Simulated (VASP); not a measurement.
# SnSe (Pm-3m) in VASP: a series of runs, part 2 of 2

VASP 6.6.1. Earlier steps stand in the parts before.

### Step 5. Relaxation of the atoms, PBE

The input, INCAR:

```
  ALGO = Normal
  EDIFF = 1E-7
  EDIFFG = -0.01
  ENCUT = 300
  GGA = PE
  IBRION = 2
  ISIF = 2
  ISMEAR = 0
  LASPH = T
  LCHARG = F
  LREAL = F
  LWAVE = F
  NELM = 80
  NSW = 40
  PREC = Accurate
  SIGMA = 0.03
```

The input, KPOINTS:

```
k-points
0
Gamma
  4 4 4
```

The input, POSCAR:

```
SnSe                                    
1.0
    3.7054577546     -0.0000000000      0.0000000000
    0.0000000000      3.7054577546     -0.0000000000
    0.0000000000      0.0000000000      3.7054577546
  Sn              Se            
     1     1
Direct
     0.5000000000000000    0.5000000000000000    0.5000000000000000
     0.0000000000000000    0.0000000000000000    0.0000000000000000
```

Potentials or basis: VASP PAW PBE potentials, release 64 (Sn, Se).

Started as:

```bash
$ cat potpaw_PBE.64/Sn/POTCAR potpaw_PBE.64/Se/POTCAR > POTCAR
$ mpirun -np 1 vasp_std > vasp.out
```

OUTCAR:

```text
EDIFF = 1E-7
   EDIFFG = -0.01
   ENCUT = 300
   GGA = PE
   IBRION = 2
   ISIF = 2
   ISMEAR = 0
   LASPH = T
   LREAL = F
   NELM = 80
   NSW = 40
   PREC = Accurate

 ion  position               nearest neighbor table
   1  0.500  0.500  0.500-   2 3.21   2 3.21   2 3.21   2 3.21   2 3.21   2 3.21   2 3.21   2 3.21

   2  0.000  0.000  0.000-   1 3.21   1 3.21   1 3.21   1 3.21   1 3.21   1 3.21   1 3.21   1 3.21

  LATTYP: Found a simple cubic cell.
 ALAT       =     3.7054577546

  Lattice vectors:

 A1 = (   3.7054577546,   0.0000000000,   0.0000000000)
 A2 = (   0.0000000000,   3.7054577546,   0.0000000000)
 A3 = (   0.0000000000,   0.0000000000,   3.7054577546)

Analysis of symmetry for initial positions (statically):
=====================================================================
 Subroutine PRICEL returns:
 Original cell was already a primitive cell.

 Routine SETGRP: Setting up the symmetry group for a
 simple cubic supercell.

 Subroutine GETGRP returns: Found 48 space group operations
 (whereof 48 operations were pure point group operations)
 out of a pool of 48 trial point group operations.

The static configuration has the point symmetry O_h .

Analysis of symmetry for dynamics (positions and initial velocities):
=====================================================================
 Subroutine PRICEL returns:
 Original cell was already a primitive cell.

 Routine SETGRP: Setting up the symmetry group for a
 simple cubic supercell.

 Subroutine GETGRP returns: Found 48 space group operations
 (whereof 48 operations were pure point group operations)
 out of a pool of 48 trial point group operations.

The dynamic configuration has the point symmetry O_h .

 Subroutine INISYM returns: Found 48 space group operations
 (whereof 48 operations are pure point group operations),
 and found     1 'primitive' translations

----------------------------------------------------------------------------------------

                                     Primitive cell

[... 103 lines left out ...]
   IVDW    =     0    specifies the selected vdW correction
   LEPSILON=     F    determine dielectric tensor
   LRPA    =     F    only Hartree local field effects (RPA)
 conjugate gradient relaxation of ions
 non-spin polarized calculation
 Gauss-broadening in eV      SIGMA  =   0.03
  energy-cutoff  :      300.00
  volume of cell :       50.88
 maximum number of plane-waves:       624
 NGX is ok and might be reduce to    24
   NGX = 11   NGY = 11   NGZ = 11

 number of electron      10.0000000 magnetization

 Free energy of the ion-electron system (eV)
  ---------------------------------------------------
  ext. energy  EPLUGINS =         0.00000000
  ---------------------------------------------------
  free energy    TOTEN  =        -7.58861422 eV

  energy without entropy =       -7.58739025  energy(sigma->0) =       -7.58800223

 E-fermi :   4.4071     XC(G=0):  -9.9833

 val. band max:        4.3912728159   @ k =   0.5000   0.0000   0.0000
 cond. band min:       4.4227533174   @ k =   0.5000   0.5000   0.0000
 fundamental gap:      0.0314805015
 Fermi energy:         4.4071096906

 k-point     1 :       0.0000    0.0000    0.0000
  band No.  band energies     occupation
      1      -8.9535      2.00000
      2      -1.3015      2.00000
      3       2.7569      2.00000
      4       2.7569      2.00000
      5       2.7569      2.00000
      6       8.9613      0.00000
      7       8.9613      0.00000
      8      10.3858      0.00000
      9      10.3858      0.00000
[... 97 lines left out ...]
 k-point    10 :       0.5000    0.5000    0.5000
  band No.  band energies     occupation
      1      -6.9690      2.00000
      2      -0.1127      2.00000
      3       1.6686      2.00000
      4       1.6686      2.00000
      5       1.6686      2.00000
      6       3.4890      2.00000
      7       3.4890      2.00000
      8       3.4890      2.00000
      9      18.0413      0.00000

------------------------ aborting loop because EDIFF is reached ----------------------------------------

  FORCE on cell =-STRESS in cart. coord.  units (eV):
  Direction    XX          YY          ZZ          XY          YZ          ZX
  --------------------------------------------------------------------------------------
  -------------------------------------------------------------------------------------
  Total        0.0002624      0.0002624      0.0002624     -0.0000000      0.0000000     -0.0000000
  in kB        0.0082640      0.0082640      0.0082640     -0.0000000      0.0000000     -0.0000000
  external PRESSURE =       0.0082640 kB  Pullay stress =       0.0000000 kB

 VOLUME and BASIS-vectors are now :
 -----------------------------------------------------------------------------
  energy-cutoff  :      300.00
  volume of cell :       50.88
      direct lattice vectors                 reciprocal lattice vectors
     3.705457755  0.000000000  0.000000000     0.269872190  0.000000000  0.000000000
     0.000000000  3.705457755  0.000000000     0.000000000  0.269872190  0.000000000
     0.000000000  0.000000000  3.705457755     0.000000000  0.000000000  0.269872190

 POSITION                                       TOTAL-FORCE (eV/Angst)
 -----------------------------------------------------------------------------------
      1.85273      1.85273      1.85273         0.000000      0.000000      0.000000
      0.00000      0.00000      0.00000         0.000000      0.000000      0.000000
 -----------------------------------------------------------------------------------
    total drift:                                0.000000      0.000000      0.000000

  FREE ENERGIE OF THE ION-ELECTRON SYSTEM (eV)
  ---------------------------------------------------
  free  energy   TOTEN  =        -7.5886142155 eV

  energy  without entropy=       -7.5873902506  energy(sigma->0) =       -7.58800223

 reached required accuracy - stopping structural energy minimisation
```

OSZICAR:

```text
N       E                     dE             d eps       ncg     rms          rms(c)
DAV:   1     0.162842349060E+02    0.16284E+02   -0.29523E+03   180   0.589E+02
DAV:   2    -0.727265747385E+01   -0.23557E+02   -0.22903E+02   270   0.875E+01
DAV:   3    -0.795913376933E+01   -0.68648E+00   -0.68591E+00   221   0.169E+01
DAV:   4    -0.796144755811E+01   -0.23138E-02   -0.23135E-02   216   0.108E+00
DAV:   5    -0.796145414211E+01   -0.65840E-05   -0.65839E-05   206   0.590E-02    0.296E+00
DAV:   6    -0.759977796860E+01    0.36168E+00   -0.12755E+00   182   0.454E+00    0.163E+00
DAV:   7    -0.759441926061E+01    0.53587E-02   -0.18130E-01   202   0.200E+00    0.117E+00
DAV:   8    -0.760527047816E+01   -0.10851E-01   -0.15846E-01   182   0.163E+00    0.604E-01
DAV:   9    -0.758841593722E+01    0.16855E-01   -0.58754E-02   181   0.105E+00    0.650E-02
DAV:  10    -0.758861388135E+01   -0.19794E-03   -0.20443E-03   189   0.288E-01    0.375E-02
DAV:  11    -0.758881992289E+01   -0.20604E-03   -0.11950E-03   182   0.135E-01    0.899E-02
DAV:  12    -0.758861283982E+01    0.20708E-03   -0.76187E-04   181   0.114E-01    0.428E-03
DAV:  13    -0.758861502273E+01   -0.21829E-05   -0.19179E-05   204   0.300E-02    0.526E-03
DAV:  14    -0.758861424155E+01    0.78118E-06   -0.25328E-06   190   0.659E-03    0.135E-03
DAV:  15    -0.758861421550E+01    0.26049E-07   -0.79215E-08    94   0.204E-03
   1 F= -.75886142E+01 E0= -.75880022E+01  d E =-.758861E+01
```

CONTCAR:

```text
SnSe
   1.00000000000000
     3.7054577545999998    0.0000000000000000    0.0000000000000000
     0.0000000000000000    3.7054577545999998    0.0000000000000000
     0.0000000000000000    0.0000000000000000    3.7054577545999998
  Sn              Se
     1     1
Direct
     0.5000000000000000    0.5000000000000000    0.5000000000000000
     0.0000000000000000    0.0000000000000000    0.0000000000000000

  0.00000000E+00  0.00000000E+00  0.00000000E+00
  0.00000000E+00  0.00000000E+00  0.00000000E+00
```

Run time: 6.2 s. Hardware: 1 thread of Intel Xeon Platinum 8559C (Emerald Rapids), shared host; peak memory 0.13 GiB.

What came out:

- Free energy: -7.5886 eV
- Pressure after relaxing: 0.0 GPa
- Band gap on the k mesh: none (metal or under the smearing width)

Final structure:
```
CELL_PARAMETERS angstrom
3.70546 0.00000 0.00000
0.00000 3.70546 0.00000
0.00000 0.00000 3.70546
ATOMIC_POSITIONS crystal
Sn 0.50000 0.50000 0.50000
Se 0.00000 0.00000 0.00000
```

Caveat: the k mesh is coarse (spacing up to 0.42 Å⁻¹), so the values aren't converged; the relaxation stopped at its first step, so nothing moved.

### Step 6. Overview

```csv
cell,gap on the mesh (eV),pressure (GPa)
atoms relaxed from: a relaxed cell with its volume scaled by 0.94,none,3.6
atoms relaxed from: a relaxed cell with its volume scaled by 0.96,none,2.3
atoms relaxed from: a relaxed cell with its volume scaled by 0.98,none,1.1
atoms relaxed,none,0.0
```

Alike in all rows: task relaxation of the atoms; level PBE; potentials or basis VASP PAW PBE potentials, release 64 (Sn, Se); no spin polarisation; k mesh 4 × 4 × 4; cutoff (eV) 300; smearing gaussian 0.03 eV; the mesh is coarse, so values aren't converged.

Caveats: all runs use coarse meshes; the relaxation stopped at its first step, so nothing moved.

Absolute energies hang on the potentials; compare differences alone.
